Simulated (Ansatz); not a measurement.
The system is Ga.

```xyz
1
Lattice="2.7165 0.0000 0.0000 0.0000 2.7165 0.0000 0.0000 0.0000 2.7165" Properties=species:S:1:pos:R:3 pbc="T T T"
Ga    0.0000    0.0000    0.0000
```

The cell was built by a generator and needn't be a form met in nature.

| Property | Result |
| --- | --- |
| Program | Ansatz 0.2.0 |
| Task | relaxation of cell and atoms |
| Functional | HF |
| Potentials or basis | Ansatz PAW |
| Cutoff | 420 eV (not typed: the program's choice for these potentials) |
| k mesh | 5 × 5 × 5 |
| Occupations | fermi-dirac, width 0.05 eV |
| Spin | no spin polarisation |

At the start: volume 20.05 Å³/atom.

How do energy, volume and symmetry change on relaxing?

It ends after 7 steps and the volume is 22.22 Å³/atom (+10.8 %); space group Pm-3m (No. 221, to 0.05 Å).

Step by step:
| step | energy change (eV) | largest force (eV/Å) | volume (Å³) |
| --- | --- | --- | --- |
| 1 | 0.0000 | 0.0000 | 20.05 |
| 2 | -0.0260 | 0.0000 | 21.79 |
| 3 | -0.0264 | 0.0000 | 22.17 |
| 4 | -0.0263 | 0.0000 | 22.28 |
| 5 | -0.0304 | 0.0000 | 22.28 |
| 6 | -0.0306 | 0.0000 | 22.22 |
| 7 | -0.0305 | 0.0000 | 22.22 |

Final structure:
```
Ga
1.0
     2.81137    0.00000    0.00000
     0.00000    2.81137    0.00000
     0.00000    0.00000    2.81137
Ga
1
Direct
  0.00000 0.00000 0.00000
```

Caveat: the k mesh is coarse (spacing up to 0.46 Å⁻¹), so the values aren't converged, least of all with exact exchange; the plane-wave basis is chosen anew once the cell has moved, so the energies of steps on either side of that aren't comparable; the pressure holds a Pulay correction of +0.3 GPa for the finite cutoff; the PAW data sets come from PBE, with cores solved anew for the run's functional, which leaves a small shift of forces and pressure.
